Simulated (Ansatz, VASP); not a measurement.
LiF in VASP and in Ansatz

File INCAR:

```
SYSTEM = LiF
PREC = Accurate
ENCUT = 520
EDIFF = 1E-7
ISMEAR = -1
SIGMA = 0.02
LREAL = .FALSE.
LASPH = .TRUE.
NELM = 80
ALGO = Normal
ISIF = 2
LWAVE = .FALSE.
LCHARG = .FALSE.
GGA = PE
NBANDS = 12
```

KPOINTS

```
Automatic mesh
0
G
  10 10 10
  0 0 0
```

Contents of POSCAR:

```
LiF
1.0
    0.0000000000      2.1707747985      2.1707747985
    2.1707747985      0.0000000000      2.1707747985
    2.1707747985      2.1707747985      0.0000000000
Li F
1 1
Direct
    0.0000000000      0.0000000000      0.0000000000
    0.2500000000      0.2500000000      0.2500000000
```

Input for Ansatz:

```yaml
crystal:
  lattice:
    - [0.0, 2.1707747985, 2.1707747985]
    - [2.1707747985, 0.0, 2.1707747985]
    - [2.1707747985, 2.1707747985, 0.0]
  atoms:
    - { symbol: Li, position: [0.0, 0.0, 0.0] }
    - { symbol: F, position: [0.25, 0.25, 0.25] }
kpoints:
  mp_grid: { grid: [10, 10, 10] }
  band_path:
    path:
      - [0.0, 0.0, 0.0]
      - [-0.5, -0.5, 0.0]
      - [-0.375, -0.375, 0.25]
      - [-0.375, 0.0, 0.375]
      - [0.0, 0.0, 0.5]
      - [-0.5, -0.25, 0.25]
    npoints: 1
hamiltonian:
  xc: pbe
scf:
  occupations: { method: fermi_dirac, width: 0.02 }
  n_extra_bands: 4
output:
  forces: true
  stress: true
  eigenvalues: true
```

Change from the starting cell: hydrostatic strain +1.2%.

Alike in both runs: task single point; functional PBE; k mesh 10 × 10 × 10; occupations fermi-dirac, width 0.02 eV; no spin polarisation.

```csv
,VASP,Ansatz
version,VASP 6.6.1,Ansatz 0.2.0
potentials or method,"VASP PAW PBE potentials, release 64 (Li_sv, F)","plane waves, PAW"
plane-wave cutoff (eV),520,420
valence electrons in the cell,10,10
```

|  | VASP | Ansatz | Ansatz less VASP |
| --- | --- | --- | --- |
| gap on the k mesh at the Fermi level (eV) | 7.72 | 7.73 | +0.012 |

 A k mesh can miss the band edges.
